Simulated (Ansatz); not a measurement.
Crystal: Y.

```xyz
2
Lattice="3.6474 0.0000 0.0000 -1.8237 3.1587 0.0000 0.0000 0.0000 5.7306" Properties=species:S:1:pos:R:3 pbc="T T T"
Y     1.8237    1.0529    4.2980
Y     0.0000    2.1058    1.4326
```

| Property | Result |
| --- | --- |
| Program | Ansatz 0.2.0 |
| Task | single point |
| Functional | PBEsol |
| Potentials or basis | all-electron LAPW, scalar-relativistic |
| Cutoff | 133 eV (chosen from the basis error) |
| Basis error allowed | 0.001 eV/atom |
| k mesh | 8 × 8 × 5 |
| Occupations | fermi-dirac, width 0.05 eV |
| Spin | no spin polarisation |

On this cell: pressure -2.0 GPa; largest force under 0.003 eV/Å; band gap on the k mesh none (metal or under the smearing width).

The same run follows on a disturbed copy (atoms moved at random, drawn with an rms of 0.05 Å):

```
Y
1.0
     3.64740    0.00000    0.00000
    -1.82370    3.15874    0.00000
     0.00000    0.00000    5.73060
Y
2
Direct
  0.67008 0.32178 0.75123
  0.33051 0.67413 0.25563
```

**Question.** What changes?

**Answer.** The energy (extrapolated to zero smearing) moves by +2.2 meV/atom; pressure -2.0 GPa; largest force 0.117 eV/Å; band gap on the k mesh none (metal or under the smearing width).

Forces in eV/Å, atoms in the order of the input:
```
Y   -0.059  0.066  0.077
Y    0.059 -0.066 -0.077
```

Stress tensor (GPa, compression positive):
```
-2.07  0.17 -0.02
 0.17 -1.72  0.02
-0.02  0.02 -2.28
```
